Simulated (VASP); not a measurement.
# Cu (Fm-3m) in VASP: relaxation of cell and atoms with PBE

Aim: the relaxation of cell and atoms of Cu with PBE.

Program: VASP 6.6.1. These are calculated values, not measurements. Logs are shortened: lines on timing, memory, paths and dates and some standing lists are left out, and cuts for length are marked.

## (1) The structure

The structure is cubic, space group Fm-3m (No. 225). Conventional cell: a = 3.630 Å, b = 3.630 Å, c = 3.630 Å, α = 90.00°, β = 90.00°, γ = 90.00°. Cu (site symmetry m-3m) has 12 Cu at 2.57 Å as nearest neighbours.

The cell was built by a generator and needn't be a form met in nature.

## (2) Relaxation of cell and atoms, PBE

INCAR

```
SYSTEM = Cu
PREC = Accurate
ENCUT = 600
EDIFF = 1E-6
ISMEAR = 1
SIGMA = 0.2
LREAL = .False.
LASPH = .True.
NELM = 60
ALGO = Normal
ISIF = 3
LWAVE = .False.
LCHARG = .False.
GGA = PE
IBRION = 2
NSW = 60
EDIFFG = -0.005
KPAR = 8
```

KPOINTS

```
regular mesh
0
Gamma
  24 24 24
  0 0 0
```

POSCAR

```
Cu
1.0
    0.0000000000      1.8150000000      1.8150000000
    1.8150000000      0.0000000000      1.8150000000
    1.8150000000      1.8150000000      0.0000000000
Cu
1
Direct
    0.0000000000      0.0000000000      0.0000000000
```

Potentials or basis: VASP PAW PBE potentials, release 64 (Cu).

Started as:

```sh
$ cat potpaw_PBE.64/Cu/POTCAR > POTCAR
$ mpirun -np 8 vasp_std > vasp.out
```

OUTCAR:

```text
SYSTEM = Cu
   PREC = Accurate
   ENCUT = 600
   EDIFF = 1E-6
   ISMEAR = 1
   LREAL = .False.
   LASPH = .True.
   NELM = 60
   ISIF = 3
   GGA = PE
   IBRION = 2
   NSW = 60
   EDIFFG = -0.005

 ion  position               nearest neighbor table
   1  0.000  0.000  0.000-

  LATTYP: Found a face centered cubic cell.
 ALAT       =     3.6300000000

  Lattice vectors:

 A1 = (   0.0000000000,   1.8150000000,   1.8150000000)
 A2 = (   1.8150000000,   0.0000000000,   1.8150000000)
 A3 = (   1.8150000000,   1.8150000000,   0.0000000000)

Analysis of symmetry for initial positions (statically):
=====================================================================
 Subroutine PRICEL returns:
 Original cell was already a primitive cell.

 Routine SETGRP: Setting up the symmetry group for a
 face centered cubic supercell.

 Subroutine GETGRP returns: Found 48 space group operations
 (whereof 48 operations were pure point group operations)
 out of a pool of 48 trial point group operations.

The static configuration has the point symmetry O_h .

Analysis of symmetry for dynamics (positions and initial velocities):
=====================================================================
 Subroutine PRICEL returns:
 Original cell was already a primitive cell.

 Routine SETGRP: Setting up the symmetry group for a
 face centered cubic supercell.

 Subroutine GETGRP returns: Found 48 space group operations
 (whereof 48 operations were pure point group operations)
 out of a pool of 48 trial point group operations.

The dynamic configuration has the point symmetry O_h .

 Subroutine INISYM returns: Found 48 space group operations
 (whereof 48 operations are pure point group operations),
 and found     1 'primitive' translations

----------------------------------------------------------------------------------------

                                     Primitive cell

  volume of cell :      11.9580

  direct lattice vectors                    reciprocal lattice vectors
     0.000000000  1.815000000  1.815000000    -0.275482094  0.275482094  0.275482094
     1.815000000  0.000000000  1.815000000     0.275482094 -0.275482094  0.275482094
     1.815000000  1.815000000  0.000000000     0.275482094  0.275482094 -0.275482094

  length of vectors
     2.566797616  2.566797616  2.566797616     0.477148983  0.477148983  0.477148983

  position of ions in fractional coordinates (direct lattice)
     0.000000000  0.000000000  0.000000000

  ion indices of the primitive-cell ions
   primitive index   ion index
                 1           1

----------------------------------------------------------------------------------------

 KPOINTS: regular mesh

Automatic generation of k-mesh.
 Grid dimensions read from file:
 generate k-points for:   24   24   24

 Generating k-lattice:

  Cartesian coordinates                     Fractional coordinates (reciprocal lattice)
    -0.011478421  0.011478421  0.011478421     0.041666667  0.000000000  0.000000000
     0.011478421 -0.011478421  0.011478421     0.000000000  0.041666667  0.000000000
     0.011478421  0.011478421 -0.011478421     0.000000000  0.000000000  0.041666667

  Length of vectors
     0.019881208  0.019881208  0.019881208

  Shift w.r.t. Gamma in fractional coordinates (k-lattice)
     0.000000000  0.000000000  0.000000000

 Subroutine IBZKPT returns following result:
 ===========================================

 Found    413 irreducible k-points:

 Following reciprocal coordinates:
            Coordinates               Weight
  0.000000  0.000000  0.000000      1.000000
  0.041667  0.000000  0.000000      8.000000
  0.083333  0.000000  0.000000      8.000000
  0.125000  0.000000  0.000000      8.000000
  0.166667  0.000000  0.000000      8.000000
  0.208333  0.000000  0.000000      8.000000
[... 16 lines left out ...]
  0.416667  0.041667  0.000000     24.000000
  0.458333  0.041667  0.000000     24.000000
 [... further k-points ...]
   k-points           NKPTS =    413   k-points in BZ     NKDIM =    413   number of bands    NBANDS=      9
   number of dos      NEDOS =    301   number of ions     NIONS =      1
   total plane-waves  NPLWV =  13824
   dimension x,y,z NGX =    24 NGY =   24 NGZ =   24
   dimension x,y,z NGXF=    48 NGYF=   48 NGZF=   48
   ions per type =               1
   NGX,Y,Z   is equivalent  to a cutoff of  15.54, 15.54, 15.54 a.u.
   NGXF,Y,Z  is equivalent  to a cutoff of  31.09, 31.09, 31.09 a.u.
 SYSTEM =  Cu
   PREC   = accura    normal or accurate (medium, high low for compatibility)
   ISTART =      0    job   : 0-new  1-cont  2-samecut
   ICHARG =      2    charge: 1-file 2-atom 10-const
   ISPIN  =      1    spin polarized calculation?
   LNONCOLLINEAR =      F non collinear calculations
   LSORBIT =      F    spin-orbit coupling
   LASPH  =      T    aspherical Exc in radial PAW
   ENCUT  =  600.0 eV  44.10 Ry    6.64 a.u.   5.13  5.13  5.13*2*pi/ulx,y,z
   NELM   =     60;   NELMIN=  2; NELMDL= -5     # of ELM steps
   EDIFF  = 0.1E-05   stopping-criterion for ELM
   LREAL  =      F    real-space projection
   EDIFFG = -.5E-02   stopping-criterion for IOM
   NSW    =     60    number of steps for IOM
   IBRION =      2    ionic relax: 0-MD 1-quasi-New 2-CG
   NFREE  =      1    steps in history (QN), initial steepest desc. (CG)
   ISIF   =      3    stress and relaxation
   ISYM   =      2    0-nonsym 1-usesym 2-fastsym
   POTIM  = 0.5000    time-step for ionic-motion
   TEBEG  =    0.0;   TEEND  =   0.0 temperature during run
   PSTRESS=    0.0 pullay stress
   NELECT =      11.0000    total number of electrons
   NUPDOWN=      -1.0000    fix difference up-down
   EMIN   =  10.00;   EMAX   =-10.00  energy-range for DOS
   EFERMI =   0.00;   METHOD = LEGACY
   ISMEAR =     1;   SIGMA  =   0.20  broadening in eV -4-tet -1-fermi 0-gaus
   EFERMI_NEDOS =   21; number of points for ismear=-14 and -15
   IALGO  =     38    algorithm
   IMIX   =      4    mixing-type and parameters
     AMIX     =   0.40;   BMIX     =  1.00
     AMIX_MAG =   1.60;   BMIX_MAG =  1.00
  volume/ion in A,a.u.               =      11.96        80.70
  Fermi-wavevector in a.u.,A,eV,Ry     =   1.592157  3.008740 34.490258  2.534962
  Thomas-Fermi vector in A             =   2.690585
   LORBIT       =      0    0 simple, 1 ext, 2 COOP (PROOUT), +10 PAW based schemes
   GGA     = PE    functional components
   LHFCALC =     F    Hartree Fock is set to
   AEXX    =    0.0000 exact exchange contribution
   IVDW    =     0    specifies the selected vdW correction
   LEPSILON=     F    determine dielectric tensor
   LRPA    =     F    only Hartree local field effects (RPA)
 conjugate gradient relaxation of ions
 non-spin polarized calculation
 Methfessel and Paxton  Order N= 1 SIGMA  =   0.20
  energy-cutoff  :      600.00
  volume of cell :       11.96
 maximum number of plane-waves:       415
 NGX is ok and might be reduce to    24
   NGX = 11   NGY = 11   NGZ = 11

--------------------------------------- Ionic step        1  -------------------------------------------

 number of electron      10.9999998 magnetization

 Free energy of the ion-electron system (eV)
  ---------------------------------------------------
  ext. energy  EPLUGINS =         0.00000000
  ---------------------------------------------------
  free energy    TOTEN  =        -3.72880833 eV

  energy without entropy =       -3.72957342  energy(sigma->0) =       -3.72906336

------------------------ aborting loop because EDIFF is reached ----------------------------------------

  FORCE on cell =-STRESS in cart. coord.  units (eV):
  Direction    XX          YY          ZZ          XY          YZ          ZX
  --------------------------------------------------------------------------------------
  -------------------------------------------------------------------------------------
  Total        0.0422666      0.0422666      0.0422666      0.0000000      0.0000000      0.0000000
  in kB        5.6630197      5.6630197      5.6630197      0.0000000      0.0000000      0.0000000
  external PRESSURE =       5.6630197 kB  Pullay stress =       0.0000000 kB

 VOLUME and BASIS-vectors are now :
 -----------------------------------------------------------------------------
  energy-cutoff  :      600.00
  volume of cell :       11.96
      direct lattice vectors                 reciprocal lattice vectors
     0.000000000  1.815000000  1.815000000    -0.275482094  0.275482094  0.275482094
     1.815000000  0.000000000  1.815000000     0.275482094 -0.275482094  0.275482094
     1.815000000  1.815000000  0.000000000     0.275482094  0.275482094 -0.275482094
[... 36 lines left out ...]
 POSITION                                       TOTAL-FORCE (eV/Angst)
 -----------------------------------------------------------------------------------
      0.00000      1.81870      1.81870         0.000000      0.000000     -0.000000
 -----------------------------------------------------------------------------------
    total drift:                               -0.000000     -0.000000      0.000000

  FREE ENERGIE OF THE ION-ELECTRON SYSTEM (eV)
  ---------------------------------------------------
  free  energy   TOTEN  =        -3.7288668224 eV

  energy  without entropy=       -3.7296577669  energy(sigma->0) =       -3.72913047

--------------------------------------- Ionic step        3  -------------------------------------------

 number of electron      10.9999998 magnetization

 Free energy of the ion-electron system (eV)
  ---------------------------------------------------
  ext. energy  EPLUGINS =         0.00000000
  ---------------------------------------------------
  free energy    TOTEN  =        -3.72889090 eV

  energy without entropy =       -3.72967299  energy(sigma->0) =       -3.72915159

 E-fermi :   7.3958     XC(G=0): -12.6312

 val. band max:        7.3928859639   @ k =   0.5000   0.1667   0.0417
 cond. band min:       7.4370639770   @ k =   0.5000   0.2500   0.0833
 fundamental gap:      0.0441780131
 Fermi energy:         7.3957867424

 k-point     1 :       0.0000    0.0000    0.0000
  band No.  band energies     occupation
      1      -1.8426      2.00000
      2       4.4090      2.00000
      3       4.4090      2.00000
      4       4.4090      2.00000
      5       5.2104      2.00000
      6       5.2104      2.00000
      7      29.8477      0.00000
      8      32.3660      0.00000
      9      32.3660      0.00000

 k-point     2 :       0.0417    0.0000    0.0000
  band No.  band energies     occupation
      1      -1.7800      2.00000
      2       4.3957      2.00000
      3       4.4209      2.00000
      4       4.4209      2.00000
      5       5.2055      2.00000
      6       5.2055      2.00000
      7      29.5231      0.00000
      8      31.3847      0.00000
      9      32.1444      0.00000
[... 253 lines left out ...]
 k-point    24 :       0.4583    0.0417    0.0000
  band No.  band energies     occupation
      1       2.3682      2.00000
      2       4.3679      2.00000
      3       4.4132      2.00000
      4       5.3771      2.00000
      5       5.7529      2.00000
      6       6.2851      2.00000
      7      11.8881      0.00000
      8      28.0095      0.00000
      9      28.4029      0.00000

 [... further k-points ...]

------------------------ aborting loop because EDIFF is reached ----------------------------------------

  FORCE on cell =-STRESS in cart. coord.  units (eV):
  Direction    XX          YY          ZZ          XY          YZ          ZX
  --------------------------------------------------------------------------------------
  -------------------------------------------------------------------------------------
  Total        0.0012903      0.0012903      0.0012903      0.0000000      0.0000000      0.0000000
  in kB        0.1722005      0.1722005      0.1722005      0.0000000      0.0000000      0.0000000
  external PRESSURE =       0.1722005 kB  Pullay stress =       0.0000000 kB

 VOLUME and BASIS-vectors are now :
 -----------------------------------------------------------------------------
  energy-cutoff  :      600.00
  volume of cell :       12.00
      direct lattice vectors                 reciprocal lattice vectors
     0.000000000  1.817364860  1.817364860    -0.275123620  0.275123620  0.275123620
     1.817364860 -0.000000000  1.817364860     0.275123620 -0.275123620  0.275123620
     1.817364860  1.817364860  0.000000000     0.275123620  0.275123620 -0.275123620

 POSITION                                       TOTAL-FORCE (eV/Angst)
 -----------------------------------------------------------------------------------
      0.00000      0.00000      0.00000         0.000000      0.000000      0.000000
 -----------------------------------------------------------------------------------
    total drift:                               -0.000000     -0.000000      0.000000

  FREE ENERGIE OF THE ION-ELECTRON SYSTEM (eV)
  ---------------------------------------------------
  free  energy   TOTEN  =        -3.7288908958 eV

  energy  without entropy=       -3.7296729871  energy(sigma->0) =       -3.72915159

 reached required accuracy - stopping structural energy minimisation
```

Run time: 13 s. Hardware: 8 MPI ranks of Intel Xeon Platinum 8488C (Sapphire Rapids), shared host; peak memory 0.19 GiB.

What came out:

| Quantity | Value |
| --- | --- |
| Free energy | -3.7289 eV |
| Relaxed volume | 12.00 Å³/atom |
| Relaxed cell | a = 2.570 Å, b = 2.570 Å, c = 2.570 Å, α = 60.00°, β = 60.00°, γ = 60.00° |
| Space group after relaxing (to 0.05 Å) | Fm-3m (No. 225) |
| Energy gained by relaxing | 0.1 meV/atom |
| Ionic steps | 3 |
| Pressure after relaxing | 0.0 GPa |
| Band gap on the k mesh | none (metal or under the smearing width) |

Final structure:
```
Cu
1.0
     0.00000    1.81736    1.81736
     1.81736    0.00000    1.81736
     1.81736    1.81736    0.00000
Cu
1
Direct
  0.00000 0.00000 0.00000
```
